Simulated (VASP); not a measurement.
# PbO (Litharge) (P4/nmm) in VASP: further runs

Aim: see how the results for PbO (Litharge) move with the level of theory and the settings. Levels: HSE(alpha, omega). Tasks: single point.

All numbers are computed with VASP 6.6.1; they aren't measurements. Logs are shortened: lines on timing, memory, paths and dates and some standing lists are left out, and cuts for length are marked.

## 1. The crystal as given

The structure is tetragonal, space group P4/nmm (No. 129). The conventional cell has a = 3.990 Å, b = 3.990 Å, c = 5.010 Å, α = 90.00°, β = 90.00°, γ = 90.00°. Pb (site symmetry 4mm) has 4 O at 2.33 Å as nearest neighbours. O (site symmetry -4m2) is surrounded by 4 Pb at 2.33 Å.

## 2. Single point, HSE(alpha, omega)

File POSCAR:

```
PbO
1.0
    3.9900000000      0.0000000000      0.0000000000
    0.0000000000      3.9900000000      0.0000000000
    0.0000000000      0.0000000000      5.0100000000
Pb O
2 2
Direct
    0.5000000000      0.0000000000      0.7600000000
    0.0000000000      0.5000000000      0.2400000000
    0.5000000000      0.5000000000      0.0000000000
    0.0000000000      0.0000000000      0.0000000000
```

File INCAR.step1:

```
ALGO = Normal
EDIFF = 1E-5
ENCUT = 520
GGA = PE
ISIF = 2
ISMEAR = -1
LASPH = True
LREAL = False
LWAVE = True
NBANDS = 28
NELM = 80
PREC = Accurate
SIGMA = 0.05
```

File INCAR.step2:

```
AEXX = 0.3
ALGO = Normal
EDIFF = 1E-7
ENCUT = 520
GGA = PE
HFSCREEN = 0.2
ISIF = 2
ISMEAR = -1
ISTART = 1
LASPH = True
LCHARG = False
LHFCALC = True
LREAL = False
LWAVE = False
NBANDS = 28
NELM = 80
PREC = Accurate
PRECFOCK = Fast
SIGMA = 0.05
```

File KPOINTS:

```
k-points
0
Gamma
  4 4 3
```

Potentials or basis: VASP PAW PBE potentials, release 64 (Pb_d, O).

Started as:

```
> cat potpaw_PBE.64/Pb_d/POTCAR potpaw_PBE.64/O/POTCAR > POTCAR
> cp INCAR.step1 INCAR
> mpirun -np 1 vasp_std > vasp.out
> cp INCAR.step2 INCAR
> mpirun -np 1 vasp_std > vasp.out
```

OUTCAR:

```text
AEXX = 0.3
   EDIFF = 1E-7
   ENCUT = 520
   GGA = PE
   HFSCREEN = 0.2
   ISIF = 2
   ISMEAR = -1
   ISTART = 1
   LASPH = True
   LHFCALC = True
   LREAL = False
   NELM = 80
   PREC = Accurate
   PRECFOCK = Fast

 ion  position               nearest neighbor table
   1  0.500  0.000  0.760-   3 2.33   4 2.33   3 2.33   4 2.33   2 3.71   2 3.71   2 3.71   2 3.71
                             2 3.84   2 3.84   2 3.84   2 3.84
   2  0.000  0.500  0.240-   3 2.33   4 2.33   4 2.33   3 2.33   1 3.71   1 3.71   1 3.71   1 3.71
                             1 3.84   1 3.84   1 3.84   1 3.84
   3  0.500  0.500  0.000-   1 2.33   2 2.33   1 2.33   2 2.33
   4  0.000  0.000  0.000-   1 2.33   2 2.33   2 2.33   1 2.33

  LATTYP: Found a simple tetragonal cell.
 ALAT       =     3.9900000000
 C/A-ratio  =     1.2556390977

  Lattice vectors:

 A1 = (   3.9900000000,   0.0000000000,   0.0000000000)
 A2 = (   0.0000000000,   3.9900000000,   0.0000000000)
 A3 = (   0.0000000000,   0.0000000000,   5.0100000000)

Analysis of symmetry for initial positions (statically):
=====================================================================
 Subroutine PRICEL returns:
 Original cell was already a primitive cell.

 Routine SETGRP: Setting up the symmetry group for a
 simple tetragonal supercell.

 Subroutine GETGRP returns: Found 16 space group operations
 (whereof  8 operations were pure point group operations)
 out of a pool of 16 trial point group operations.

The static configuration has the point symmetry D_2d.
 The point group associated with its full space group is D_4h.

Analysis of symmetry for dynamics (positions and initial velocities):
=====================================================================
 Subroutine PRICEL returns:
 Original cell was already a primitive cell.

 Routine SETGRP: Setting up the symmetry group for a
 simple tetragonal supercell.

 Subroutine GETGRP returns: Found 16 space group operations
 (whereof  8 operations were pure point group operations)
 out of a pool of 16 trial point group operations.

The dynamic configuration has the point symmetry D_2d.
 The point group associated with its full space group is D_4h.

 Subroutine INISYM returns: Found 16 space group operations
 (whereof  8 operations are pure point group operations),
 and found     1 'primitive' translations

----------------------------------------------------------------------------------------

                                     Primitive cell

[... 90 lines left out ...]
   TEBEG  =    0.0;   TEEND  =   0.0 temperature during run
   PSTRESS=    0.0 pullay stress
   NELECT =      40.0000    total number of electrons
   NUPDOWN=      -1.0000    fix difference up-down
   EMIN   =  10.00;   EMAX   =-10.00  energy-range for DOS
   EFERMI =   0.00;   METHOD = LEGACY
   ISMEAR =    -1;   SIGMA  =   0.05  broadening in eV -4-tet -1-fermi 0-gaus
   EFERMI_NEDOS =   21; number of points for ismear=-14 and -15
   IALGO  =     38    algorithm
   IMIX   =      1    mixing-type and parameters
     AMIX     =   0.40;   BMIX     =  1.00
     AMIX_MAG =   1.60;   BMIX_MAG =  1.00
  volume/ion in A,a.u.               =      19.94       134.56
  Fermi-wavevector in a.u.,A,eV,Ry     =   1.300670  2.457909 23.017539  1.691741
  Thomas-Fermi vector in A             =   2.431853
   LORBIT       =      0    0 simple, 1 ext, 2 COOP (PROOUT), +10 PAW based schemes
   GGA     = PE    functional components
   LHFCALC =     T    Hartree Fock is set to
   PRECFOCK=fast      Normal, Fast or Accurate (Low or Medium for compatibility)
   ENCUT4O =  -1.0   cutoff for four orbital integrals eV
   NKREDX  =     1    reduce k-point grid by
   NKREDY  =     1    reduce k-point grid by
   NKREDZ  =     1    reduce k-point grid by
   AEXX    =    0.3000 exact exchange contribution
   HFSCREEN=    0.2000 screening length (either q_TF or 0.3 A-1)
   HFSCREENC=   0.2000 screening length for correlation (either q_TF or 0.3 A-1)
   ENCUTFOCK=  -1.0 apply spherical cutoff to Coloumb kernel
   IVDW    =     0    specifies the selected vdW correction
   LEPSILON=     F    determine dielectric tensor
   LRPA    =     F    only Hartree local field effects (RPA)
 non-spin polarized calculation
  energy-cutoff  :      520.00
  volume of cell :       79.76
 maximum number of plane-waves:      2186
 NGX is ok and might be reduce to    30
  NGX = 16; NGY = 16; NGZ = 20

 number of electron      39.9999999 magnetization

 Free energy of the ion-electron system (eV)
  ---------------------------------------------------
  ext. energy  EPLUGINS =         0.00000000
  ---------------------------------------------------
  free energy    TOTEN  =       -27.57431243 eV

  energy without entropy =      -27.57431243  energy(sigma->0) =      -27.57431243

 E-fermi :   5.4090     XC(G=0):  -7.7669

 val. band max:        4.4500353256   @ k =   0.0000   0.0000   0.0000
 cond. band min:       6.4222517129   @ k =   0.5000   0.5000   0.0000
 fundamental gap:      1.9722163873
 Fermi energy:         5.4089777993

 k-point     1 :       0.0000    0.0000    0.0000
  band No.  band energies     occupation
      1     -16.3148      2.00000
      2     -15.6563      2.00000
      3     -13.4415      2.00000
      4     -13.4415      2.00000
      5     -13.3831      2.00000
      6     -13.3622      2.00000
[... 361 lines left out ...]
     27      16.1165      0.00000
     28      16.1165      0.00000

------------------------ aborting loop because EDIFF is reached ----------------------------------------

  FORCE on cell =-STRESS in cart. coord.  units (eV):
  Direction    XX          YY          ZZ          XY          YZ          ZX
  --------------------------------------------------------------------------------------
  -------------------------------------------------------------------------------------
  Total       -0.6912595     -0.6912595     -0.6822119      0.0000000      0.0000000      0.0000000
  in kB      -13.8857137    -13.8857137    -13.7039687      0.0000000      0.0000000      0.0000000
  external PRESSURE =     -13.8251320 kB  Pullay stress =       0.0000000 kB

 VOLUME and BASIS-vectors are now :
 -----------------------------------------------------------------------------
  energy-cutoff  :      520.00
  volume of cell :       79.76
      direct lattice vectors                 reciprocal lattice vectors
     3.990000000  0.000000000  0.000000000     0.250626566  0.000000000  0.000000000
     0.000000000  3.990000000  0.000000000     0.000000000  0.250626566  0.000000000
     0.000000000  0.000000000  5.010000000     0.000000000  0.000000000  0.199600798

 POSITION                                       TOTAL-FORCE (eV/Angst)
 -----------------------------------------------------------------------------------
      1.99500      0.00000      3.80760         0.000000     -0.000000      0.707441
      0.00000      1.99500      1.20240         0.000000     -0.000000     -0.707441
      1.99500      1.99500      0.00000         0.000000     -0.000000      0.000000
      0.00000      0.00000      0.00000         0.000000      0.000000      0.000000
 -----------------------------------------------------------------------------------
    total drift:                                0.000000      0.000000     -0.000000

  FREE ENERGIE OF THE ION-ELECTRON SYSTEM (eV)
  ---------------------------------------------------
  free  energy   TOTEN  =       -27.5743124264 eV

  energy  without entropy=      -27.5743124261  energy(sigma->0) =      -27.57431243
```

OUTCAR.step1:

```text
EDIFF = 1E-5
   ENCUT = 520
   GGA = PE
   ISIF = 2
[... 592 lines left out ...]
      1.99500      0.00000      3.80760        -0.000000      0.000000     -0.025019
      0.00000      1.99500      1.20240         0.000000      0.000000      0.025019
      1.99500      1.99500      0.00000         0.000000      0.000000      0.000000
      0.00000      0.00000      0.00000         0.000000     -0.000000      0.000000
 -----------------------------------------------------------------------------------
    total drift:                                0.000000      0.000000      0.000000

  FREE ENERGIE OF THE ION-ELECTRON SYSTEM (eV)
  ---------------------------------------------------
  free  energy   TOTEN  =       -21.4328355374 eV

  energy  without entropy=      -21.4328348179  energy(sigma->0) =      -21.43283518
```

It took 8.9 min on 1 thread of Intel Xeon 6975P-C (Granite Rapids), shared host; peak memory 0.3 GiB.

What came out:

```
Free energy            : -27.5743 eV
Pressure               : -1.4 GPa
Largest force          : 0.707 eV/Å
Band gap on the k mesh : 1.97 eV, indirect (least direct gap 3.47 eV)
```

Forces in eV/Å, atoms in the order of the input:
```
Pb   0.000  0.000  0.707
Pb   0.000  0.000 -0.707
O    0.000  0.000  0.000
O    0.000  0.000  0.000
```

Levels at points of the mesh, in eV from the valence-band top:
```tsv
k point	band 17	band 18	band 19	band 20	band 21	band 22	band 23	band 24
(0.00, 0.00, 0.00)	-2.27	-2.18	-2.18	0.00	3.48	6.72	6.72	6.78
(0.50, 0.00, 0.00)	-3.64	-3.64	-1.96	-1.96	4.42	4.42	7.95	7.95
(0.50, 0.50, 0.00)	-1.88	-1.88	-1.50	-1.50	1.97	1.97	6.34	6.34
```

Caveat: the PAW data sets were made with another functional, which shifts forces and pressure a little; spin-orbit coupling is left out, which as a rule narrows the gap of such compounds by several tenths of an eV; an odd mesh through Γ misses points on the zone boundary, where band edges often lie.

(Part 1 of 2 ends here.)
